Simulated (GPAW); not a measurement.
# MoS2 (R-3m) in GPAW: single point with PBE

Aim: the single point of MoS2 with PBE.

All numbers are computed with GPAW 26.7.0; they aren't measurements. Logs are shortened: lines on timing, memory, paths and dates and some standing lists are left out, and cuts for length are marked. The log counts tension as positive stress, the text compression.

**1. The structure**

Symmetry: R-3m, No. 166, trigonal system. Conventional cell: a = 3.171 Å, b = 3.171 Å, c = 18.345 Å, α = 90.00°, β = 90.00°, γ = 120.00°. Around Mo (site symmetry -3m) lie 6 S at 2.39 Å. S (site symmetry 3m) has 3 Mo at 2.39 Å as nearest neighbours.

Measurements of this composition are mostly on another form, of space group No. 194.

**2. Single point, PBE**

File run.py:

```python
import spglib
from ase import Atoms
from ase.dft.bandgap import bandgap
from ase.io import read, write
from ase.units import GPa
from gpaw import GPAW, PW

atoms = read('MoS2.cif')
cell, positions, numbers = spglib.find_primitive(
    (atoms.cell[:], atoms.get_scaled_positions(), atoms.numbers), symprec=1e-4)
atoms = Atoms(numbers, cell=cell, scaled_positions=positions, pbc=True)

calc = GPAW(mode=PW(400),
            xc='PBE',
            kpts={'size': (8, 8, 8), 'gamma': True},
            occupations={'name': 'fermi-dirac', 'width': 0.05},
            nbands=25,
            convergence={'density': 1e-05, 'energy': 1e-05},
            maxiter=80,
            txt='gpaw.txt')
atoms.calc = calc
energy = atoms.get_potential_energy()
forces = atoms.get_forces()
stress = atoms.get_stress()
calc.write('gs.gpw')
write('result.traj', atoms)
print(f'Energy: {energy:.6f} eV')
print('Forces (eV/A):')
print(forces.round(4))
print('Stress (GPa):', (stress / GPa).round(3))
print('Fermi level:', round(calc.get_fermi_level(), 4), 'eV')
print(f'Gap: {bandgap(calc)[0]:.4f} eV, direct: {bandgap(calc, direct=True)[0]:.4f} eV')
```

File MoS2.cif:

```cif
data_MoS2
_cell_length_a 3.17100000
_cell_length_b 3.17100000
_cell_length_c 18.34499000
_cell_angle_alpha 90.00000000
_cell_angle_beta 90.00000000
_cell_angle_gamma 120.00000000
_space_group_name_H-M_alt 'R-3m'
_space_group_name_Hall '-R 3 2"'
_space_group_IT_number 166
loop_
_space_group_symop_operation_xyz
'x,y,z'
'-x,-y,-z'
'-y,x-y,z'
'y,-x+y,-z'
'-x+y,-x,z'
'x-y,x,-z'
'y,x,-z'
'-y,-x,z'
'x-y,-y,-z'
'-x+y,y,z'
'-x,-x+y,-z'
'x,x-y,z'
'x+2/3,y+1/3,z+1/3'
'-x+2/3,-y+1/3,-z+1/3'
'-y+2/3,x-y+1/3,z+1/3'
'y+2/3,-x+y+1/3,-z+1/3'
'-x+y+2/3,-x+1/3,z+1/3'
'x-y+2/3,x+1/3,-z+1/3'
'y+2/3,x+1/3,-z+1/3'
'-y+2/3,-x+1/3,z+1/3'
'x-y+2/3,-y+1/3,-z+1/3'
'-x+y+2/3,y+1/3,z+1/3'
'-x+2/3,-x+y+1/3,-z+1/3'
'x+2/3,x-y+1/3,z+1/3'
'x+1/3,y+2/3,z+2/3'
'-x+1/3,-y+2/3,-z+2/3'
'-y+1/3,x-y+2/3,z+2/3'
'y+1/3,-x+y+2/3,-z+2/3'
'-x+y+1/3,-x+2/3,z+2/3'
'x-y+1/3,x+2/3,-z+2/3'
'y+1/3,x+2/3,-z+2/3'
'-y+1/3,-x+2/3,z+2/3'
'x-y+1/3,-y+2/3,-z+2/3'
'-x+y+1/3,y+2/3,z+2/3'
'-x+1/3,-x+y+2/3,-z+2/3'
'x+1/3,x-y+2/3,z+2/3'
loop_
_atom_site_label
_atom_site_type_symbol
_atom_site_symmetry_multiplicity
_atom_site_Wyckoff_symbol
_atom_site_fract_x
_atom_site_fract_y
_atom_site_fract_z
_atom_site_occupancy
Mo1 Mo 3 a 0.0000000000 0.0000000000 0.0000000000 1
S1 S 6 c 0.3333333333 0.6666666667 0.9166666667 1
```

Potentials or basis: GPAW PAW data sets (gpaw-data 1.2.1), pw.

Launch:

```bash
$ OMP_NUM_THREADS=1 python run.py
```

gpaw.txt:

```text
__  _  _
 | _ |_)|_||  |
 |__||  | ||/\| - 26.7.0

Input parameters:
  mode=PW(ecut=400.0),
  convergence={'density': 1e-05, 'energy': 1e-05},
  kpts=MonkhorstPack(size=(8, 8, 8), gamma=True),
  maxiter=80,
  nbands=25,
  occupations=Occupations(name='fermi-dirac', width=0.05),
  xc=XC(name='PBE')

Diagonalizing LCAO Hamiltonian
Converting LCAO to pw mode

       S

       S

       Mo

Atoms  # Å, Bohr magnetons
|   | symbol |         x |         y |         z |    initial magnetic moments |
|---|--------|-----------|-----------|-----------|-----------------------------|
| 0 |     Mo | -0.000000 | -0.000000 | -0.000000 | ( 0.0000,  0.0000,  0.0000) |
| 1 |      S | -0.000000 | -0.000000 |  4.586248 | ( 0.0000,  0.0000,  0.0000) |
| 2 |      S | -0.000000 |  0.000000 | 13.758742 | ( 0.0000,  0.0000,  0.0000) |

Unit cell  # Å
| periodic |         x |         y |        z |  lengths |    angles |
|----------|-----------|-----------|----------|----------|-----------|
|      yes |  1.585500 |  0.915389 | 6.114997 | 6.383176 | 28.764207 |
|      yes | -1.585500 |  0.915389 | 6.114997 | 6.383176 | 28.764207 |
|      yes |  0.000000 | -1.830778 | 6.114997 | 6.383176 | 28.764207 |

Number of symmetries: 12
Symmetry operations  # r_c * U_cc + t_c -> r_c
|    | kind |            matrix            |
|----|------|------------------------------|
|  0 |  E   |  1, 0, 0,  0, 1, 0,  0, 0, 1 |
|  1 |  σ   |  1, 0, 0,  0, 0, 1,  0, 1, 0 |
|  2 |  σ   |  0, 1, 0,  1, 0, 0,  0, 0, 1 |
|  3 |  C3  |  0, 1, 0,  0, 0, 1,  1, 0, 0 |
|  4 |  C3  |  0, 0, 1,  1, 0, 0,  0, 1, 0 |
|  5 |  σ   |  0, 0, 1,  0, 1, 0,  1, 0, 0 |
|  6 |  C2  |  0, 0,-1,  0,-1, 0, -1, 0, 0 |
|  7 |  S6  |  0, 0,-1, -1, 0, 0,  0,-1, 0 |
|  8 |  S6  |  0,-1, 0,  0, 0,-1, -1, 0, 0 |
|  9 |  C2  |  0,-1, 0, -1, 0, 0,  0, 0,-1 |
| 10 |  C2  | -1, 0, 0,  0, 0,-1,  0,-1, 0 |
| 11 |  i   | -1, 0, 0,  0,-1, 0,  0, 0,-1 |

BZ-sampling:
  Number of BZ points: 512
  Number of IBZ points: 65

  Monkhorst-Pack size: [8, 8, 8]
  Monkhorst-Pack shift: [0.0625, 0.0625, 0.0625]

K-points  # in reciprocal-cell coordinates
|     |                                coordinates |     weight |
|-----|--------------------------------------------|------------|
|   0 | (  0.00000000,   0.00000000,   0.00000000) | 0.00195312 |
|   1 | (  0.12500000,   0.00000000,  -0.12500000) | 0.01171875 |
|   2 | (  0.12500000,   0.00000000,   0.00000000) | 0.01171875 |
|   3 | (  0.12500000,   0.12500000,  -0.12500000) | 0.01171875 |
|   4 | (  0.12500000,   0.12500000,   0.00000000) | 0.01171875 |
|   5 | (  0.12500000,   0.12500000,   0.12500000) | 0.00390625 |
|   6 | (  0.25000000,  -0.12500000,  -0.12500000) | 0.01171875 |
|   7 | (  0.25000000,   0.00000000,  -0.25000000) | 0.01171875 |
|   8 | (  0.25000000,   0.00000000,  -0.12500000) | 0.02343750 |
|   9 | (  0.25000000,   0.00000000,   0.00000000) | 0.01171875 |
| ... |                                            |            |
|  64 | (  0.50000000,   0.50000000,   0.50000000) | 0.00195312 |

Plane wave coefficients: 981
Cutoff: 400.0 eV

Spin-components: 1 (collinear spins)
Bands:           25
Projectors:      16
Spin-degeneracy: 2
Datatype:        complex128

Density:
  Valence electrons: 26.0
  Components: 1
  Grid points: [30 30 30]
  Charge: 0.0  # |e|

Potential:
  Grid points: [30 30 30]

species:
  Mo:
    name:    Molybdenum
    Z:       42.0
    valence: 14
    core:    28
    charge:  0.0  # [|e|]
    compensation charges:
      type: gauss
      rc: 0.38  # [Å]
      lmax: 2
    cutoffs:
      filter: 2.16  # [Å]
      core: 1.42  # [Å]
    projectors
    | kind |    occ | energy [eV] | rcut [Å] |
    |------|--------|-------------|----------|
    |   4s |  2.000 |     -64.307 |    1.238 |
    |   5s |  1.000 |      -4.084 |    1.238 |
    |   4p |  6.000 |     -38.491 |    1.296 |
    |   5p |  0.000 |      -1.044 |    1.296 |
    |   4d |  5.000 |      -3.754 |    1.296 |
    |    d |        |      23.458 |    1.296 |

    Using partial waves for Mo as LCAO basis

  S:
    name:    Sulfur
    Z:       16.0
    valence: 6
    core:    10
    charge:  0.0  # [|e|]
    compensation charges:
      type: gauss
      rc: 0.24  # [Å]
      lmax: 2
    cutoffs:
      filter: 1.77  # [Å]
      core: 1.66  # [Å]
    projectors
    | kind |    occ | energy [eV] | rcut [Å] |
    |------|--------|-------------|----------|
    |   3s |  2.000 |     -17.254 |    0.974 |
    |   3p |  4.000 |      -7.008 |    0.979 |
    |    s |        |       9.957 |    0.974 |
    |    p |        |      20.203 |    0.979 |
    |    d |        |       0.000 |    0.900 |

    Using partial waves for S as LCAO basis

Reference energy: -131849.312427  # eV

eigensolver:
  PPCG
  Converge bands: occupied
  niter=2

density mixing:
  MSR1-Mixer
  Pratt-step length: 0.05
  Maximum mixing coefficient: 0.75
  Old densities: 10
  SVD Regularization: 0.005
  Good broyden scale: 1.0
  Trust region scale: 1.0
  Backstep threshold: 4.0
  History deletion threshold: 6.0
  Fourier metric: weight=20.0, sigma=0.015

occupation numbers:
  Fermi-Dirac:
    width: 0.0500  # eV

poisson solver:
  ecut: 3200.0  # eV

xc functional:
  name: PBE with 2 nearest neighbor stencil

convergence criteria:
- Maximum integral of absolute [dens]ity change: 1e-05 electrons / valence electron
- Maximum [total energy] change in last 3 cyles: 1e-05 eV / valence electron
- Maximum integral of absolute [eigenst]ate change: 4e-08 eV^2 / valence electron
maximum number of iterations: 80

SCF iterations
|iter     | |      energy | eigst |  dens |
|---------|-|-------------|-------|-------|
|iter:   1| |  -22.880691 | +0.34 |       |
|iter:   2| |  -22.270650 | -1.56 | -0.97 |
|iter:   3| |  -21.182304 | -1.26 | -1.05 |
|iter:   4| |  -21.156393 | -2.44 | -1.52 |
|iter:   5| |  -21.155216 | -2.96 | -1.78 |
|iter:   6| |  -21.151040 | -3.82 | -2.10 |
|iter:   7| |  -21.151059 | -4.68 | -2.82 |
|iter:   8| |  -21.151039c| -5.95 | -3.40 |
|iter:   9| |  -21.151040c| -7.42c| -4.17 |
|iter:  10| |  -21.151040c| -7.69c| -4.75 |
|iter:  11| |  -21.151040c| -8.47c| -5.68c|

Converged in 11 steps
Energy contributions relative to reference atoms: (reference = -131849.312427)

Energy contributions:
  Kinetic:           6.101456
  Coulomb:         -10.463236
  Zero:             -0.215217
  External:          0.000000
  Xc:              -16.566727
  Entropy:          -0.014633
  Spinorbit:         0.000000
  ----------------------------
  Free energy:     -21.158357
  Extrapolated:    -21.151040

dipole moment: (-0.000000, 0.000000, -68.607272)  # |e|*Ang

Fermi level: 8.454
Eigenvalues  # (at kpt = [0.000, 0.000, 0.000])
| band index |      eig [eV] | occ [0-2] |
|------------|---------------|-----------|
|          0 |       -53.372 |     2.000 |
|        ... |               |           |
|          7 |         4.288 |     2.000 |
|          8 |         4.288 |     2.000 |
|          9 |         6.692 |     2.000 |
|         10 |         7.244 |     2.000 |
|         11 |         7.427 |     2.000 |
|         12 |         7.427 |     2.000 |
[... 8 lines left out ...]
|         21 |        18.868 |     0.000 |
|         22 |        20.936 |     0.000 |
|        ... |               |           |
|         24 |        20.965 |     0.000 |

No gap
No difference between direct/indirect transitions

Forces  # eV/Ang
|        x |        y |        z |
|----------|----------|----------|
|  0.00000 |  0.00000 | -0.00000 |  # Mo   0
| -0.00000 | -0.00000 | -0.98625 |  # S    1
|  0.00000 |  0.00000 |  0.98625 |  # S    2

Stress tensor  # eV/Ang^3
|         x |         y |         z |
|-----------|-----------|-----------|
| -0.037847 |  0.000000 |  0.000000 |
|  0.000000 | -0.037847 |  0.000000 |
|  0.000000 |  0.000000 | -0.061710 |

# Writing to gs.gpw (mode='')
```

It took 68 s on 1 thread of Intel Xeon at 2.70GHz, shared host; peak memory 0.21 GiB.

These settings aren't checked as converged: the numbers below hold their error.

What came out:

| Item | Value |
| --- | --- |
| Free energy | -21.1584 eV |
| Pressure | 7.3 GPa |
| Largest force | 0.986 eV/Å |
| Band gap on the k mesh | none (metal or under the smearing width) |

Caveat: the cutoff is short for stress and forces, so pressures can be off by a GPa or more; the cell's inner coordinates are idealised or old, which leaves forces on the atoms; the program warned that so skewed a cell can give wrong results.
